## Examination question: one crystal, five functionals

Chromium atoms are placed on a hexagonal close-packed lattice, and the same crystal is computed with five density functionals. LDA takes its exchange and correlation energy from the local electron density alone. The other four also use the density's gradient. The bulk modulus measures the resistance to uniform compression, and its pressure derivative tells how fast that resistance grows under pressure.

Hcp Cr, relaxed with each functional in the lowest of the magnetic starts tried (Ansatz 0.2.0, plane-wave DFT, 420 eV cutoff, scalar-relativistic PAW datasets made for PBE, Fermi-Dirac smearing). Volume, bulk modulus and its pressure derivative come from third-order Birch-Murnaghan fits to uniformly scaled cells, with energies extrapolated to zero smearing.

```
functional  smearing width    k mesh    starting moments  volume per atom (Å³)  bulk modulus (GPa)  bulk modulus pressure derivative        magnetic order  c over a
       LDA          0.1 eV   17×17×8                none                 11.15                 275                              4.07  no spin polarisation   1.78400
    PBEsol         0.05 eV   16×16×8  Cr +1.5 Cr +1.5 μB                 11.48                 257                              4.11          non-magnetic   1.78900
       PBE          0.1 eV  24×24×12                none                 11.91                 237                              4.16  no spin polarisation   1.78500
    revPBE          0.1 eV   16×16×8                none                 12.10                 226                              4.15  no spin polarisation   1.78600
      RPBE         0.05 eV   16×16×8  Cr +1.5 Cr -1.5 μB                 12.17                 222                              4.16          non-magnetic   1.79400
```

### 1. Which functional gives the largest crystal, and which the stiffest?

**Answer.** RPBE gives the largest volume per atom and LDA the highest bulk modulus. Down the table the volume rises at every step and the modulus falls at every step. Between the two ends the volume grows by 9 % while the modulus drops by 19 %, so stiffness responds about twice as strongly as size.

*Remark.* With chromium one should first ask whether some rows are magnetic, because moments can swell a crystal. Here all five rows describe a metal without moments. For LDA, PBE and revPBE this was imposed. PBEsol and RPBE were started with moments and lost them. The trend therefore compares like with like.

### 2. Why does a gradient correction enlarge the crystal?

**Answer.** In these functionals, exchange lowers the energy more where the density varies strongly compared with its own size. When the atoms move apart, the density between them thins out while the atoms themselves stay dense, so the electron cloud becomes more uneven. The gradient correction rewards this, and it therefore acts like a pressure from inside. The crystal expands until the bonds, now stretched, pull back equally hard.

The strength of the reward can be read from each functional's own formula. At a moderate gradient, PBEsol multiplies the local exchange energy by about 1.1 and PBE by about 1.17, with revPBE and RPBE slightly higher still. That is also the order of the volumes. At much larger gradients revPBE overtakes RPBE, so the order of these two depends on where it is read.

*Remark.* The argument yields an order, not distances between the rows. What pushes the atoms apart is the change of the exchange energy on expansion, not its size, and the gradient part of correlation is expected to work against it; the runs show the total push, not its split into the two parts. A reader who meets another functional of this family can still place it roughly by asking how strongly its exchange rewards gradients.

### 3. Is the PBE crystal softer simply because PBE describes softer bonds?

**Answer.** No. At its own equilibrium PBE has a modulus of 237 GPa against 275 GPa for LDA, but these values belong to different volumes. If the PBE crystal is squeezed to 11.22 Å$^3$ per atom, close to the LDA equilibrium, its stiffness rises to about 302 GPa. At nearly equal volume PBE is thus the stiffer of the two.

*Remark.* Two effects are at work, and they oppose each other. The inner push stretches the bonds, and stretched bonds resist compression less. The push itself, however, grows when the crystal is compressed, and this adds resistance. The table shows the net result, in which the stretching wins.

### 4. Turn this into a formula and estimate the PBEsol modulus from the LDA row.

**Answer.** Let $V$ be the volume per atom, $B_0$ and $V_0$ the LDA modulus and volume, and $B'$ the LDA pressure derivative. A gradient functional adds a push $p$ that fades on expansion as $V^{-m}$. At the new equilibrium the push balances the tension of the stretched LDA crystal:

$$p=\frac{B_0}{B'}\left[1-\left(\frac{V_0}{V}\right)^{B'}\right].$$

Stretching lowers the LDA modulus by $B'p$, and the fading of the push returns $mp$:

$$B=B_0-(B'-m)\,p .$$

The exponent comes from the LDA and PBE pressures at two common volumes. PBE pushes harder than LDA by 17.9 GPa at the LDA volume and by 15.8 GPa at the PBE volume, which gives $m\approx1.86$.

For PBEsol the table supplies $V=11.48$ Å$^3$, and the first formula gives $p\approx7.6$ GPa. Hence

$$B\approx275-(4.07-1.86)\times7.6\approx258\ \text{GPa}.$$

The full calculation gives 257 GPa. PBEsol played no part in finding $m$, so this row is a real test of the modulus, though its volume had to be put in.

*Remark.* A push of constant strength, $m=0$, would give only 244 GPa for PBEsol. The comparison supports the picture of question 3: the crystal softens because it is stretched, but less than stretching alone would demand.

### 5. How far can the formula be carried?

**Answer.** It weakens as the push grows. For RPBE it predicts 230 GPa where the calculation gives 222 GPa, so it misses about 8 of the 53 GPa by which RPBE lies below LDA. The direction is right and most of the softening is there, but the last part is not.

Two simplifications share the blame. The formula lets the LDA modulus fall in a straight line with tension, whereas a real curve bends. It also gives RPBE the same fading as PBE, and a push that fades more slowly would leave the crystal softer. The first can be sized. On the Birch-Murnaghan curve of the LDA row the modulus at the RPBE volume is about 189 GPa, against 192.6 GPa on the straight line, so the bend explains about 3 GPa of the miss. The remaining 5 GPa or so mean that at the RPBE volume the push fades more slowly than $m\approx1.86$ implies. Only part of that need be peculiar to RPBE: $m$ was taken from PBE at smaller volumes and from pressures at finite smearing, whereas the tabulated moduli are extrapolated to zero smearing.

*Remark.* For quick use the result condenses into a rule for this crystal. When a change of functional enlarges the volume by 1 %, the modulus falls by a little over 2 % between LDA and PBE, and by about 3 % between PBE and RPBE. The printed output after this text lists the formula's values for every row.

### 6. The ratio c/a jumps from 1.786 in revPBE to 1.794 in RPBE. Is that an effect of the functional?

**Answer.** It should not be read as one. The ratio compares the height of the hexagonal cell with its edge, and it doesn't follow the order of the volumes. The three rows with 0.1 eV smearing agree within 0.002, although they include LDA and revPBE, whose volumes differ widely. The two rows with 0.05 eV smearing both lie higher.

Smearing spreads the electrons over levels near the Fermi energy, and in a metal this can slightly alter the preferred shape. It is the likely cause of the jump, but an untested one, since no functional was run with both widths. revPBE and RPBE share one k mesh, which samples the narrower smearing less well, and the two 0.05 eV rows differ by 0.005 among themselves. The test would be to repeat revPBE with the narrower smearing.

*Remark.* The column still holds one firm result. In every row c/a is 9 to 10 % above the value 1.633 for stacked hard spheres. That excess is far larger than the differences between the rows, so the crystal is clearly elongated whichever functional is used.

### 7. Which digits can be trusted, and may an engineer use the modulus?

**Answer.** The volume difference between LDA and PBE, 0.76 Å$^3$, is safe as a difference between these calculations. For PBE, the correction to zero smearing moves the volume by about 0.02 Å$^3$. The step of 0.07 Å$^3$ from revPBE to RPBE is not many times larger, and it joins two rows with unequal smearing. Their order holds with and without the correction, since the relaxed RPBE cell is already the larger before it is applied, but the size of the step is uncertain by roughly the correction itself.

The modulus needs more care. The cell was compressed without letting its shape adjust, and the crystal resists this unevenly. When PBEsol is squeezed to 88 % of its volume, the stress within the layers exceeds the stress across them by about 5 GPa. A crystal free to change its shape under even pressure would yield at least as easily, so each modulus is an upper bound for its own functional, though these runs do not fix by how much.

For a component made of chromium these are the wrong numbers to take, because the metal's stable structure is based on the body-centred cubic lattice. Nor does the table tell which functional is the most accurate, for it compares calculations only with one another. All five also share atomic datasets made for PBE, so only the PBE row is fully consistent.

*Remark.* What carries over to practice is the habit of reading volume and modulus together. A modulus from one functional should not be combined with a volume from another, because the softening in this table comes largely from the expansion itself.

Output of the analysis:

```
Change from LDA and exchange enhancement:
     row  volume change in %  bulk modulus change in %  extra exchange factor at reduced gradient 1  extra exchange factor at reduced gradient 2
     LDA                   0                         0                                            0                                            0
  PBEsol                2.96                    -6.545                                       0.1043                                          0.3
     PBE               6.816                    -13.82                                       0.1725                                        0.419
  revPBE                8.52                    -17.82                                       0.1859                                       0.5077
    RPBE               9.148                    -19.27                                       0.1923                                       0.5337
PBE pressure less LDA pressure at the LDA cell volume (GPa): 17.9
PBE pressure less LDA pressure at the PBE cell volume (GPa): 15.81
exponent m with which this push falls with volume: 1.859
Bulk modulus from LDA plus a push (GPa):
     row  LDA pressure at this volume  computed  constant push  fading push  fading push less computed
     LDA                            0       275            275          275                          0
  PBEsol                       -7.563       257          244.2        258.3                      1.279
     PBE                        -15.9       237          210.3        239.8                      2.839
  revPBE                       -19.13       226          197.2        232.7                      6.713
    RPBE                       -20.25       222          192.6        230.2                      8.228
PBE stiffness between scalings 0.92 and 0.96 from pressures (GPa): 301.7
mean volume of that interval (A^3 per atom): 11.22
% fall of bulk modulus per % volume, LDA to PBE: 2.255
% fall of bulk modulus per % volume, PBE to RPBE: 3.028
RPBE less revPBE volume (A^3 per atom): 0.07
RPBE less revPBE bulk modulus (GPa): -4
PBE volume shift by the zero-smearing correction (A^3 per atom): -0.02013
RPBE less revPBE c/a: 0.008
spread of c/a among the rows with 0.1 eV smearing: 0.002
PBE c/a above the ideal value (%): 9.308
PBEsol in-plane less axial stress at scaling 0.88 (GPa): 4.924
```
